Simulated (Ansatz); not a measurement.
**Ag (bcc)**

Computed with Ansatz (plane waves, PAW, 420 eV cutoff): HSE06, scalar-relativistic, no spin polarisation, 10×10×10 k-mesh, Gaussian smearing of 0.05 eV; PAW files: Ansatz's generated set soft_2.

```
Ag
1.0
    -1.64940    1.64940    1.64940
     1.64940   -1.64940    1.64940
     1.64940    1.64940   -1.64940
Ag
1
Cartesian
  0.0000 0.0000 0.0000
```

At room temperature and ambient pressure Ag is fcc.

The volume is at zero pressure for this level.

Path: Γ–H–N–Γ–P–H | P–N, with Γ = (0.000, 0.000, 0.000), H = (0.500, -0.500, 0.500), N = (0.000, 0.000, 0.500), P = (0.250, 0.250, 0.250) in reciprocal vectors of the calculation's cell.

**Question.** Is it a metal or an insulator, and if it has a gap, where are the band edges on this path?

**Answer.** A metal: bands cross the Fermi level.

Bands as a text map, energy in eV from the Fermi level (dashes), each leg drawn with the same width:
```
  3.71 |                          
  3.43 |      *                   
  3.14 |                          
  2.86 |   *                      
  2.57 |                          
  2.29 |                       *  
  2.00 |                          
  1.71 |                          
  1.43 |                          
  1.14 |       *       *          
  0.86 |                        * 
  0.57 |                          
  0.29 |                          
  0.00 |--------*----------------*
 -0.29 |                          
 -0.57 |                          
 -0.86 |                          
 -1.14 |                          
 -1.43 |                          
 -1.71 |                          
 -2.00 |                          
 -2.29 |  *                       
 -2.57 |         *                
 -2.86 |                          
 -3.14 |              *           
 -3.43 |                          
 -3.71 |        *                *
 -4.00 |    ****            *     
        Γ   H   N   Γ   P   HP   N
```

With 19 valence electrons in the calculation's cell and no magnetic order, the bands, two electrons each, can't all be full or empty: band theory demands a metal.

For a metal under a hybrid functional this mesh is coarse.
